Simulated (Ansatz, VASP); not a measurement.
**One calculation of Rh, two programs**

Contents of POSCAR:

```
Rh
1.0
    0.0000000000      1.8722002341      1.8722002341
    1.8722002341      0.0000000000      1.8722002341
    1.8722002341      1.8722002341      0.0000000000
Rh
1
Direct
    0.0000000000      0.0000000000      0.0000000000
```

Contents of INCAR.step1:

```
PREC = Accurate ; ENCUT = 520
ISMEAR = -1 ; SIGMA = 0.05
LREAL = F ; LASPH = T
NELM = 60 ; NBANDS = 14
GGA = PE ; ALGO = Normal
EDIFF = 1E-4 ; LWAVE = T
LCHARG = F
```

Contents of INCAR.step2:

```
PREC = Accurate ; ENCUT = 520
EDIFF = 1E-6 ; ISMEAR = -1
SIGMA = 0.05 ; LREAL = F
LASPH = T ; NELM = 60
ALGO = Normal ; ISIF = 2
LWAVE = F ; LCHARG = T
METAGGA = R2SCAN ; LMIXTAU = T
LELF = T ; LVHAR = T
NBANDS = 14 ; ISTART = 1
```

File KPOINTS:

```
regular mesh
0
Gamma
  12 12 12
```

Contents of input.yaml:

```yaml
crystal:
  lattice:
    - [0.0, 1.8722002341, 1.8722002341]
    - [1.8722002341, 0.0, 1.8722002341]
    - [1.8722002341, 1.8722002341, 0.0]
  atoms:
    - { symbol: Rh, position: [0.0, 0.0, 0.0] }
hamiltonian:
  xc: r2scan
  pseudopotentials: { kind: paw }
kpoints:
  mp_grid: { grid: [12, 12, 12] }
scf:
  occupations: { method: fermi_dirac, width: 0.05 }
output:
  forces: true
  stress: true
  eigenvalues: true
```

Alike in both runs: task single point; functional r2SCAN; k mesh 12 × 12 × 12; occupations fermi-dirac, width 0.05 eV; no spin polarisation.

```csv
,VASP,Ansatz
version,VASP 6.6.1,Ansatz 0.2.0
potentials or method,"VASP PAW PBE potentials, release 64 (Rh_pv)",Ansatz PAW
plane-wave cutoff (eV),520,500
valence electrons in the cell,15,17
```

Ansatz gave:

- gap on the k mesh at the Fermi level (eV): none
- pressure (GPa): 13.8

Problem. Estimate VASP's values.

Solution. gap on the k mesh at the Fermi level (eV): none; pressure (GPa): 15.3.

A gap of «none» marks a metal or a gap that the smearing closes. The two sets of potentials don't hold the same shells in valence.

Caveats: so large a pressure means that the cell lies far from this level's equilibrium, or that cutoff or potentials fall short (VASP); the potentials were made for another functional, which shifts forces and pressure (VASP); the PAW data sets come from PBE, with cores solved anew for the run's functional, which leaves a small shift of forces and pressure (Ansatz).
